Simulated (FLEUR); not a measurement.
# YN: equation of state with BLYP

YN:

```
Y N
1.0
     0.00000    2.43850    2.43850
     2.43850    0.00000    2.43850
     2.43850    2.43850    0.00000
Y N
1 1
Direct
  0.00000 0.00000 0.00000
  0.50000 0.50000 0.50000
```

```json
{"Program": "FLEUR MaX-R8.1 (later development tree)", "Task": "equation of state", "Functional": "BLYP", "Potentials or basis": "all-electron", "Basis": "FLAPW", "Kmax": "4.42 1/bohr", "k mesh": "9 × 9 × 9", "Occupations": "fermi-dirac, width 0.05 eV", "Spin": "no spin polarisation"}
```

```
Equilibrium volume                      : 15.20 Å³/atom
Bulk modulus                            : 148 GPa
Pressure derivative of the bulk modulus : 4.9 (rough: it moves with the points fitted)
```

Energy against volume, from the lowest point:
| volume (Å³/atom) | energy (meV/atom) |
| --- | --- |
| 13.630 | 92.15 |
| 13.920 | 58.61 |
| 14.500 | 15.84 |
| 15.080 | 0.00 |
| 15.370 | 0.41 |

BLYP gives volumes clearly too large for solids. Zero-point motion and thermal expansion aren't in these numbers.
